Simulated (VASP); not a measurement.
# BeS (F-43m) in VASP: settings compared

Aim: see how the results for BeS move with the level of theory and the settings. Levels: SCAN, rSCAN, TPSS, LDA, PBE. Tasks: band structure.

Everything below comes from runs of VASP 6.6.1. Logs are shortened: lines on timing, memory, paths and dates and some standing lists are left out, and cuts for length are marked.

**1. Starting point**

The structure is cubic, space group F-43m (No. 216). Conventional cell: a = 4.850 Å, b = 4.850 Å, c = 4.850 Å, α = 90.00°, β = 90.00°, γ = 90.00°. S (site symmetry -43m) has 4 Be at 2.10 Å as nearest neighbours. Around Be (site symmetry -43m) lie 4 S at 2.10 Å.

**2. Band structure, SCAN**

Contents of INCAR:

```
SYSTEM = BeS
ALGO = Normal ; EDIFF = 1E-7
ENCUT = 520 ; ISIF = 2
ISMEAR = -1 ; LASPH = .True.
LCHARG = .False. ; LMIXTAU = .True.
LREAL = .False. ; LWAVE = .False.
METAGGA = SCAN ; NELM = 60
PREC = Accurate ; SIGMA = 0.05
```

Contents of KPOINTS:

```
k-points
0
Gamma
  9 9 9
  0 0 0
```

Contents of POSCAR:

```
BeS
1.0
    0.0000000000      2.4250000000      2.4250000000
    2.4250000000      0.0000000000      2.4250000000
    2.4250000000      2.4250000000      0.0000000000
S Be
1 1
Direct
    0.7500000000      0.7500000000      0.7500000000
    0.0000000000      0.0000000000      0.0000000000
```

Contents of KPOINTS_OPT:

```
path GXWKGLUWLK,UX
20
line-mode
reciprocal
 0.0000000000  0.0000000000  0.0000000000  G
 0.5000000000  0.0000000000  0.5000000000  X

 0.5000000000  0.0000000000  0.5000000000  X
 0.5000000000  0.2500000000  0.7500000000  W

 0.5000000000  0.2500000000  0.7500000000  W
 0.3750000000  0.3750000000  0.7500000000  K

 0.3750000000  0.3750000000  0.7500000000  K
 0.0000000000  0.0000000000  0.0000000000  G

 0.0000000000  0.0000000000  0.0000000000  G
 0.5000000000  0.5000000000  0.5000000000  L

 0.5000000000  0.5000000000  0.5000000000  L
 0.6250000000  0.2500000000  0.6250000000  U

 0.6250000000  0.2500000000  0.6250000000  U
 0.5000000000  0.2500000000  0.7500000000  W

 0.5000000000  0.2500000000  0.7500000000  W
 0.5000000000  0.5000000000  0.5000000000  L

 0.5000000000  0.5000000000  0.5000000000  L
 0.3750000000  0.3750000000  0.7500000000  K

 0.6250000000  0.2500000000  0.6250000000  U
 0.5000000000  0.0000000000  0.5000000000  X
```

Potentials or basis: VASP PAW PBE potentials, release 64 (S, Be).

Started as:

```sh
$ cat potpaw_PBE.64/S/POTCAR potpaw_PBE.64/Be/POTCAR > POTCAR
$ mpirun -np 1 vasp_std > vasp.out
```

OUTCAR:

```text
SYSTEM = BeS
   EDIFF = 1E-7
   ENCUT = 520
   ISIF = 2
   ISMEAR = -1
   LASPH = .True.
   LREAL = .False.
   METAGGA = SCAN
   NELM = 60
   PREC = Accurate

 ion  position               nearest neighbor table
   1  0.750  0.750  0.750-   2 2.10   2 2.10   2 2.10   2 2.10
   2  0.000  0.000  0.000-   1 2.10   1 2.10   1 2.10   1 2.10

  LATTYP: Found a face centered cubic cell.
 ALAT       =     4.8500000000

  Lattice vectors:

 A1 = (   0.0000000000,   2.4250000000,   2.4250000000)
 A2 = (   2.4250000000,   0.0000000000,   2.4250000000)
 A3 = (   2.4250000000,   2.4250000000,   0.0000000000)

Analysis of symmetry for initial positions (statically):
=====================================================================
 Subroutine PRICEL returns:
 Original cell was already a primitive cell.

 Routine SETGRP: Setting up the symmetry group for a
 face centered cubic supercell.

 Subroutine GETGRP returns: Found 24 space group operations
 (whereof 24 operations were pure point group operations)
 out of a pool of 48 trial point group operations.

The static configuration has the point symmetry T_d .

Analysis of symmetry for dynamics (positions and initial velocities):
=====================================================================
 Subroutine PRICEL returns:
 Original cell was already a primitive cell.

 Routine SETGRP: Setting up the symmetry group for a
 face centered cubic supercell.

 Subroutine GETGRP returns: Found 24 space group operations
 (whereof 24 operations were pure point group operations)
 out of a pool of 48 trial point group operations.

The dynamic configuration has the point symmetry T_d .

 Subroutine INISYM returns: Found 24 space group operations
 (whereof 24 operations are pure point group operations),
 and found     1 'primitive' translations

----------------------------------------------------------------------------------------

                                     Primitive cell

  volume of cell :      28.5210

  direct lattice vectors                    reciprocal lattice vectors
     0.000000000  2.425000000  2.425000000    -0.206185567  0.206185567  0.206185567
     2.425000000  0.000000000  2.425000000     0.206185567 -0.206185567  0.206185567
     2.425000000  2.425000000  0.000000000     0.206185567  0.206185567 -0.206185567

  length of vectors
     3.429467889  3.429467889  3.429467889     0.357123878  0.357123878  0.357123878

  position of ions in fractional coordinates (direct lattice)
     0.750000000  0.750000000  0.750000000
     0.000000000  0.000000000  0.000000000

[... 82 lines left out ...]
   ISIF   =      2    stress and relaxation
   ISYM   =      2    0-nonsym 1-usesym 2-fastsym
   POTIM  = 0.5000    time-step for ionic-motion
   TEBEG  =    0.0;   TEEND  =   0.0 temperature during run
   PSTRESS=    0.0 pullay stress
   NELECT =       8.0000    total number of electrons
   NUPDOWN=      -1.0000    fix difference up-down
   EMIN   =  10.00;   EMAX   =-10.00  energy-range for DOS
   EFERMI =   0.00;   METHOD = LEGACY
   ISMEAR =    -1;   SIGMA  =   0.05  broadening in eV -4-tet -1-fermi 0-gaus
   EFERMI_NEDOS =   21; number of points for ismear=-14 and -15
   IALGO  =     38    algorithm
   IMIX   =      4    mixing-type and parameters
     AMIX     =   0.40;   BMIX     =  1.00
     AMIX_MAG =   1.60;   BMIX_MAG =  1.00
  volume/ion in A,a.u.               =      14.26        96.23
  Fermi-wavevector in a.u.,A,eV,Ry     =   1.071642  2.025110 15.625158  1.148417
  Thomas-Fermi vector in A             =   2.207388
   LORBIT       =      0    0 simple, 1 ext, 2 COOP (PROOUT), +10 PAW based schemes
   METAGGA = SCAN    functional components
   LHFCALC =     F    Hartree Fock is set to
   AEXX    =    0.0000 exact exchange contribution
   IVDW    =     0    specifies the selected vdW correction
   LEPSILON=     F    determine dielectric tensor
   LRPA    =     F    only Hartree local field effects (RPA)
 non-spin polarized calculation
  energy-cutoff  :      520.00
  volume of cell :       28.52
 maximum number of plane-waves:       779
 NGX is ok and might be reduce to    28
   NGX = 13   NGY = 13   NGZ = 13

 number of electron       7.9999999 magnetization

 Free energy of the ion-electron system (eV)
  ---------------------------------------------------
  ext. energy  EPLUGINS =         0.00000000
  ---------------------------------------------------
  free energy    TOTEN  =       -16.48612561 eV

  energy without entropy =      -16.48612561  energy(sigma->0) =      -16.48612561

 E-fermi :   4.9345     XC(G=0): -10.1933

 val. band max:        3.9372133294   @ k =   0.0000   0.0000   0.0000
 cond. band min:       7.6186900404   @ k =   0.4444   0.4444   0.0000
 fundamental gap:      3.6814767110
 Fermi energy:         4.9345401978

 k-point     1 :       0.0000    0.0000    0.0000
  band No.  band energies     occupation
      1     -10.3693      2.00000
      2       3.9372      2.00000
      3       3.9372      2.00000
      4       3.9372      2.00000
      5      10.2044      0.00000
      6      10.2044      0.00000
      7      10.2045      0.00000
      8      10.6211      0.00000
[... 243 lines left out ...]
 k-point    24 :       0.4444    0.4444    0.0000
  band No.  band energies     occupation
      1      -8.2248      2.00000
      2      -1.0973      2.00000
      3       1.2801      2.00000
      4       1.2801      2.00000
      5       7.6187      0.00000
      6       9.4087      0.00000
      7      17.3302      0.00000
      8      17.3302      0.00000

 [... further k-points ...]

------------------------ aborting loop because EDIFF is reached ----------------------------------------

  FORCE on cell =-STRESS in cart. coord.  units (eV):
  Direction    XX          YY          ZZ          XY          YZ          ZX
  --------------------------------------------------------------------------------------
  -------------------------------------------------------------------------------------
  Total        0.1004516      0.1004516      0.1004516      0.0000000      0.0000000     -0.0000000
  in kB        5.6428973      5.6428973      5.6428973      0.0000000      0.0000000     -0.0000000
  external PRESSURE =       5.6428973 kB  Pullay stress =       0.0000000 kB

 VOLUME and BASIS-vectors are now :
 -----------------------------------------------------------------------------
  energy-cutoff  :      520.00
  volume of cell :       28.52
      direct lattice vectors                 reciprocal lattice vectors
     0.000000000  2.425000000  2.425000000    -0.206185567  0.206185567  0.206185567
     2.425000000  0.000000000  2.425000000     0.206185567 -0.206185567  0.206185567
     2.425000000  2.425000000  0.000000000     0.206185567  0.206185567 -0.206185567

 POSITION                                       TOTAL-FORCE (eV/Angst)
 -----------------------------------------------------------------------------------
      3.63750      3.63750      3.63750        -0.000000     -0.000000     -0.000000
      0.00000      0.00000      0.00000         0.000000      0.000000      0.000000
 -----------------------------------------------------------------------------------
    total drift:                                0.000004      0.000004      0.000004

  FREE ENERGIE OF THE ION-ELECTRON SYSTEM (eV)
  ---------------------------------------------------
  free  energy   TOTEN  =       -16.4861256130 eV

  energy  without entropy=      -16.4861256130  energy(sigma->0) =      -16.48612561
```

stdout:

```text
POSCAR found type information on POSCAR S Be
 POSCAR found :  2 types and       2 ions
 scaLAPACK will be used
 -----------------------------------------------------------------------------
|                                                                             |
|                                                                             |
|     You enforced a specific xc type in the INCAR file but a different       |
|     I HOPE YOU KNOW WHAT YOU ARE DOING!                                     |
|                                                                             |
 -----------------------------------------------------------------------------

 LDA part: xc-table for (None), standard interpolation
 POSCAR, INCAR and KPOINTS ok, starting setup
 FFT: planning ... GRIDC
 FFT: planning ... GRID_SOFT
 FFT: planning ... GRID
 WAVECAR not read
 entering main loop
 Start KPOINTS_OPT (optional k-point list driver)
k-point batch [1-35\200]
k-point batch [36-70\200]
k-point batch [71-105\200]
k-point batch [106-140\200]
k-point batch [141-175\200]
k-point batch [176-200\200]
```

It took 90 s on 1 thread of Intel Xeon Platinum 8488C (Sapphire Rapids), shared host; peak memory 0.16 GiB.

Results:

| Quantity | Value |
| --- | --- |
| Free energy | -16.4861 eV |
| Pressure | 0.6 GPa |
| Band gap on the k mesh | 3.68 eV, indirect (least direct gap 6.27 eV) |
| Band gap along the path | 3.58 eV, indirect (least direct gap 6.26 eV) |

Levels at the corners of the path, in eV from the valence-band top:
| point | band 1 | band 2 | band 3 | band 4 | band 5 | band 6 | band 7 | band 8 |
| --- | --- | --- | --- | --- | --- | --- | --- | --- |
| Γ | -14.31 | 0.00 | 0.00 | 0.00 | 6.27 | 6.27 | 6.27 | 6.68 |
| X | -12.06 | -5.19 | -2.71 | -2.71 | 3.58 | 5.40 | 13.88 | 13.88 |
| X | -12.06 | -5.19 | -2.71 | -2.71 | 3.58 | 5.40 | 13.88 | 13.88 |
| W | -12.01 | -4.41 | -3.97 | -3.40 | 6.98 | 8.73 | 9.27 | 9.57 |
| W | -12.01 | -4.41 | -3.97 | -3.40 | 6.98 | 8.73 | 9.27 | 9.57 |
| K | -12.08 | -4.71 | -4.19 | -2.25 | 4.86 | 8.11 | 11.44 | 12.28 |
| K | -12.08 | -4.71 | -4.19 | -2.25 | 4.86 | 8.11 | 11.44 | 12.28 |
| Γ | -14.31 | 0.00 | 0.00 | 0.00 | 6.27 | 6.27 | 6.27 | 6.68 |
| Γ | -14.31 | 0.00 | 0.00 | 0.00 | 6.27 | 6.27 | 6.27 | 6.68 |
| L | -12.63 | -5.96 | -1.06 | -1.06 | 6.10 | 7.16 | 7.16 | 12.04 |
| L | -12.63 | -5.96 | -1.06 | -1.06 | 6.10 | 7.16 | 7.16 | 12.04 |
| U | -12.08 | -4.71 | -4.19 | -2.25 | 4.86 | 8.11 | 11.44 | 12.28 |
| U | -12.08 | -4.71 | -4.19 | -2.25 | 4.86 | 8.11 | 11.44 | 12.28 |
| W | -12.01 | -4.41 | -3.97 | -3.40 | 6.98 | 8.73 | 9.27 | 9.57 |
| W | -12.01 | -4.41 | -3.97 | -3.40 | 6.98 | 8.73 | 9.27 | 9.57 |
| L | -12.63 | -5.96 | -1.06 | -1.06 | 6.10 | 7.16 | 7.16 | 12.04 |
| L | -12.63 | -5.96 | -1.06 | -1.06 | 6.10 | 7.16 | 7.16 | 12.04 |
| K | -12.08 | -4.71 | -4.19 | -2.25 | 4.86 | 8.11 | 11.44 | 12.29 |
| U | -12.08 | -4.71 | -4.19 | -2.25 | 4.86 | 8.11 | 11.44 | 12.28 |
| X | -12.06 | -5.19 | -2.71 | -2.71 | 3.58 | 5.40 | 13.88 | 13.88 |

Caveat: the PAW data sets were made with another functional, which shifts forces and pressure a little; the mesh misses the band edges, which the band path finds closer together.

**3. Band structure, rSCAN**

Contents of INCAR:

```
PREC = Accurate ; ENCUT = 520
EDIFF = 1E-6 ; ISMEAR = -1
SIGMA = 0.05 ; LREAL = False
LASPH = True ; NELM = 100
ALGO = Normal ; ISIF = 2
LWAVE = False ; LCHARG = False
METAGGA = RSCAN ; LMIXTAU = True
NBANDS = 11
```

Contents of KPOINTS:

```
Automatic mesh
0
Gamma
  9 9 9
```

POSCAR is that of step 2.

KPOINTS_OPT, as its differences from that of step 2:

```diff
@@ -1,3 +1,3 @@
 path GXWKGLUWLK,UX
-20
+15
 line-mode
```

Potentials or basis: VASP PAW PBE potentials, release 64 (S, Be).

Started as:

```sh
$ cat potpaw_PBE.64/S/POTCAR potpaw_PBE.64/Be/POTCAR > POTCAR
$ mpirun -np 1 vasp_std > vasp.out
```

Wall time 88 s (1 thread of Intel Xeon Platinum 8488C (Sapphire Rapids), shared host); peak memory 0.16 GiB.

It converged, with:

| Item | Value |
| --- | --- |
| Free energy | -17.3688 eV |
| Pressure | 0.5 GPa |
| Band gap on the k mesh | 3.67 eV, indirect (least direct gap 6.23 eV) |
| Band gap along the path | 3.57 eV, indirect (least direct gap 6.22 eV) |

Levels at the corners of the path, in eV from the valence-band top:
| point | band 1 | band 2 | band 3 | band 4 | band 5 | band 6 | band 7 | band 8 |
| --- | --- | --- | --- | --- | --- | --- | --- | --- |
| Γ | -14.28 | 0.00 | 0.00 | 0.00 | 6.23 | 6.23 | 6.23 | 6.64 |
| X | -12.03 | -5.19 | -2.71 | -2.71 | 3.57 | 5.37 | 13.82 | 13.82 |
| X | -12.03 | -5.19 | -2.71 | -2.71 | 3.57 | 5.37 | 13.82 | 13.82 |
| W | -11.98 | -4.40 | -3.97 | -3.41 | 6.97 | 8.71 | 9.23 | 9.52 |
| W | -11.98 | -4.40 | -3.97 | -3.41 | 6.97 | 8.71 | 9.23 | 9.52 |
| K | -12.05 | -4.71 | -4.19 | -2.25 | 4.84 | 8.09 | 11.39 | 12.23 |
| K | -12.05 | -4.71 | -4.19 | -2.25 | 4.84 | 8.09 | 11.39 | 12.23 |
| Γ | -14.28 | 0.00 | 0.00 | 0.00 | 6.23 | 6.23 | 6.23 | 6.64 |
| Γ | -14.28 | 0.00 | 0.00 | 0.00 | 6.23 | 6.23 | 6.23 | 6.64 |
| L | -12.60 | -5.95 | -1.06 | -1.06 | 6.07 | 7.12 | 7.12 | 12.05 |
| L | -12.60 | -5.95 | -1.06 | -1.06 | 6.07 | 7.12 | 7.12 | 12.05 |
| U | -12.05 | -4.71 | -4.19 | -2.25 | 4.84 | 8.09 | 11.39 | 12.23 |
| U | -12.05 | -4.71 | -4.19 | -2.25 | 4.84 | 8.09 | 11.39 | 12.23 |
| W | -11.98 | -4.40 | -3.97 | -3.41 | 6.97 | 8.71 | 9.23 | 9.52 |
| W | -11.98 | -4.40 | -3.97 | -3.41 | 6.97 | 8.71 | 9.23 | 9.52 |
| L | -12.60 | -5.95 | -1.06 | -1.06 | 6.07 | 7.12 | 7.12 | 12.05 |
| L | -12.60 | -5.95 | -1.06 | -1.06 | 6.07 | 7.12 | 7.12 | 12.05 |
| K | -12.05 | -4.71 | -4.19 | -2.25 | 4.84 | 8.09 | 11.39 | 12.23 |
| U | -12.05 | -4.71 | -4.19 | -2.25 | 4.84 | 8.09 | 11.39 | 12.23 |
| X | -12.03 | -5.19 | -2.71 | -2.71 | 3.57 | 5.37 | 13.82 | 13.82 |

Caveat: the PAW data sets were made with another functional, which shifts forces and pressure a little; the mesh misses the band edges, which the band path finds closer together.

[end of part 1 of 2]
